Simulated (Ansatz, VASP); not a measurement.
# Two plane-wave programs on PtS2

```xyz
3
Lattice="3.5432 0.0000 0.0000 -1.7716 3.0685 0.0000 0.0000 0.0000 5.0388" Properties=species:S:1:pos:R:3 pbc="T T T"
Pt    0.0000    0.0000    0.0000
S     1.7716    1.0228    3.8950
S     0.0000    2.0457    1.1438
```

Alike in both runs: task relaxation of cell and atoms; functional PBE; k mesh 9 × 9 × 5; occupations fermi-dirac, width 0.05 eV; no spin polarisation.

|  | VASP | Ansatz |
| --- | --- | --- |
| version | VASP 6.6.1 | Ansatz 0.2.0 |
| potentials or method | VASP PAW PBE potentials, release 54 (Pt, S) | Ansatz PAW |
| plane-wave cutoff (eV) | 580 | 420 |
| valence electrons in the cell | 22 | 30 |

Ansatz gave:

| Item | Value |
| --- | --- |
| gap on the k mesh at the Fermi level, each at its own relaxed structure (eV) | 1.57 |
| relaxed volume (Å³/atom) | 23.99 |
| relaxed cell length with the largest relative difference (Å) | 6.496 |
| energy change over the relaxation (meV/atom) | -67 |

Question: Which values does VASP return?

Answer: gap on the k mesh at the Fermi level, each at its own relaxed structure (eV): 1.54; relaxed volume (Å³/atom): 23.46; relaxed cell length with the largest relative difference (Å): 6.365; energy change over the relaxation (meV/atom): -63.

The two sets of potentials don't hold the same shells in valence.

Caveats: the volume moved by over 15 % at a fixed basis, so the end points are rough; spin-orbit coupling is left out, which moves the levels of the heavy elements; this functional lacks dispersion, which binds the layers, so the pressure and a relaxed spacing across them are unreliable, and here the layers came unbound; an odd mesh through Γ misses points on the zone boundary, where band edges often lie (VASP); the volume moved by +28 % from the deposited cell, more than functionals usually miss (VASP); odd divisions of the mesh miss points on the zone boundary, where band edges often lie, so the gap on the mesh can be too wide (Ansatz); the plane-wave basis is chosen anew once the cell has moved, so the energies of steps on either side of that aren't comparable (Ansatz). PBE usually gives volumes a little too large and moduli too small.
